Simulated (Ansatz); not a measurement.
Space group Cmce (No. 64). a = 6.896 Å, b = 3.881 Å, c = 8.000 Å, α = 90.00°, β = 90.00°, γ = 90.00°
```json
{"atom": "Cl", "site": "8f", "symmetry": "m..", "x": "0.5000", "y": "0.1267", "z": "0.6112"}
```

Equation of state of this Cl structure (not necessarily the ground state), with shape and atoms relaxed at each volume where symmetry leaves them free. Method: Ansatz 0.2.0, DFT PBEsol, scalar-relativistic, plane waves, PAW.

Cutoff 420 eV; k points 8×8×4 on the computed 4-atom cell (Γ-centred); Gaussian smearing, width 0.02 eV; no spin polarisation.

```json
{"V (Å³/atom)": "25.161", "E − E(largest V) (meV/atom)": "1.27", "P (GPa)": "0.40", "gap on mesh (eV)": "1.98"}
{"V (Å³/atom)": "25.964", "E − E(largest V) (meV/atom)": "-0.16", "P (GPa)": "0.19", "gap on mesh (eV)": "2.00"}
{"V (Å³/atom)": "26.767", "E − E(largest V) (meV/atom)": "-0.65", "P (GPa)": "0.01", "gap on mesh (eV)": "2.02"}
{"V (Å³/atom)": "27.570", "E − E(largest V) (meV/atom)": "-0.48", "P (GPa)": "-0.08", "gap on mesh (eV)": "2.05"}
{"V (Å³/atom)": "28.373", "E − E(largest V) (meV/atom)": "0.00", "P (GPa)": "-0.13", "gap on mesh (eV)": "2.03"}
```

Q: Fit a third-order Birch–Murnaghan equation to E(V).

A: V0 = 26.92 Å³/atom, B0 = 4 GPa, B0' = 16.5. B0' is unusual or poorly fixed by this range.

The cell holds molecules, and where no dispersion correction was added their binding is poorly described.